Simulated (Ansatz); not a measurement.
# TaN in Ansatz: the effect of Hubbard term

Crystal: TaN.

```xyz
2
Lattice="2.9380 0.0000 0.0000 -1.4690 2.5444 0.0000 0.0000 0.0000 2.8830" Properties=species:S:1:pos:R:3 pbc="T T T"
Ta    0.0000    0.0000    1.4415
N     1.4690    0.8481    0.0000
```

Alike in all runs:

| Property | Result |
| --- | --- |
| Program | Ansatz 0.2.0 |
| Task | band structure |
| Functional | LDA |
| Potentials or basis | Ansatz PAW |
| Cutoff | 420 eV (not typed: the program's choice for these potentials) |
| k mesh | 10 × 10 × 9 |
| Occupations | fermi-dirac, width 0.05 eV |
| Spin | no spin polarisation |
| Path | [["G", "M", "K", "G", "A", "L", "H", "A"], ["L", "M"], ["K", "H"]] |
| Points for each segment of the path | 14 |
| Hubbard projectors | ortho-atomic (the default) |
| Double counting | fll (the default) |

| Hubbard term | pressure (GPa) |
| --- | --- |
| none | -11.6 |
| Ta d U = 1 eV | -10.8 |
| Ta d U = 2 eV | -9.9 |
| Ta d U = 3 eV | -9.0 |
| Ta d U = 4 eV | ? |
| Ta d U = 5 eV | -6.9 |
| Ta d U = 6 eV | -5.8 |
| Ta d U = 8 eV | -3.0 |

Question: What does the run with Hubbard term Ta d U = 4 eV give?

Answer: Pressure -8.0 GPa.

Worked out: A parabola through the other rows of the pressure, of slope 1.06 GPa per eV there, gives -8.0 GPa, against the run's -8.0.

Caveats: the PAW data sets come from PBE, with cores solved anew for the run's functional, which leaves a small shift of forces and pressure; U without spin polarisation on a metal has little footing (some runs).
